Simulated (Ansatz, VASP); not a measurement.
## One calculation of CuAu, two programs

```
Cu Au
1.0
     2.83427    0.00000    0.00000
     0.00000    2.83427    0.00000
     0.00000    0.00000    3.53834
Cu Au
1 1
Direct
  0.50000 0.50000 0.50000
  0.00000 0.00000 0.00000
```

Alike in both runs: task relaxation of cell and atoms; functional PBEsol; k mesh 16 × 16 × 12; occupations fermi-dirac, width 0.15 eV; no spin polarisation.

|  | VASP | Ansatz |
| --- | --- | --- |
| version | VASP 6.6.1 | Ansatz 0.2.0 |
| potentials or method | VASP PAW PBE potentials, release 64 (Cu, Au) | scalar-relativistic, plane waves, PAW |
| plane-wave cutoff (eV) | 600 | 420 |
| valence electrons in the cell | 22 | 38 |

Ansatz gave:

```
gap on the k mesh at the Fermi level, each at its own relaxed structure (eV) : none
relaxed volume (Å³/atom)                                                     : 14.22
relaxed cell length with the largest relative difference (Å)                 : 3.584
```

Question: Which values does VASP return?

Answer: gap on the k mesh at the Fermi level, each at its own relaxed structure (eV): none; relaxed volume (Å³/atom): 14.23; relaxed cell length with the largest relative difference (Å): 3.593.

A gap of «none» marks a metal or a gap that the smearing closes. The two sets of potentials don't hold the same shells in valence.

Caveats: the PAW data sets were made with another functional, which shifts forces and pressure a little (VASP). The runs have no spin-orbit coupling, so splittings on Au are missing.
